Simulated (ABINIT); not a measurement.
The system is Al.

```
CELL_PARAMETERS angstrom
2.81246 0.00000 0.00000
-1.40623 2.43566 0.00000
0.00000 0.00000 4.86685
ATOMIC_POSITIONS crystal
Al 0.33333 0.66667 0.25000
Al 0.66667 0.33333 0.75000
```

This isn't the form of Al at room conditions, which is fcc.

| Quantity | Value |
| --- | --- |
| Program | ABINIT 10.8.3 (patched build) |
| Task | relaxation of cell and atoms |
| Functional | PBE |
| Potentials or basis | JTH PAW PBE v2.0 |
| Cutoff | 408 eV |
| k mesh | 11 × 11 × 6 |
| Occupations | fermi-dirac, width 0.05 eV |
| Spin | no spin polarisation |

At the start: pressure 0.1 GPa; volume 16.67 Å³/atom.

Question: Where does the relaxation end?

Answer: Over 7 steps the energy falls by 10.3 meV/atom; space group P6_3/mmc (No. 194, to 0.05 Å).

Step by step:
| step | energy change (eV) | largest force (eV/Å) | pressure (GPa) | volume (Å³) |
| --- | --- | --- | --- | --- |
| 1 | 0.0000 | 0.0000 | 0.10 | 33.34 |
| 2 | -0.0020 | 0.0000 | 0.04 | 33.35 |
| 3 | -0.0179 | 0.0000 | -0.27 | 33.37 |
| 4 | -0.0123 | 0.0000 | 0.00 | 33.36 |
| 5 | -0.0200 | 0.0000 | -0.22 | 33.36 |
| 6 | -0.0204 | 0.0000 | -0.19 | 33.33 |
| 7 | -0.0206 | 0.0000 | -0.18 | 33.33 |

Final structure:
```
CELL_PARAMETERS angstrom
2.85624 0.00000 0.00000
-1.42812 2.47358 0.00000
0.00000 0.00000 4.71713
ATOMIC_POSITIONS crystal
Al 0.33333 0.66667 0.25000
Al 0.66667 0.33333 0.75000
```

Caveat: the log and the count of SCF iterations are those of the last ABINIT call alone.
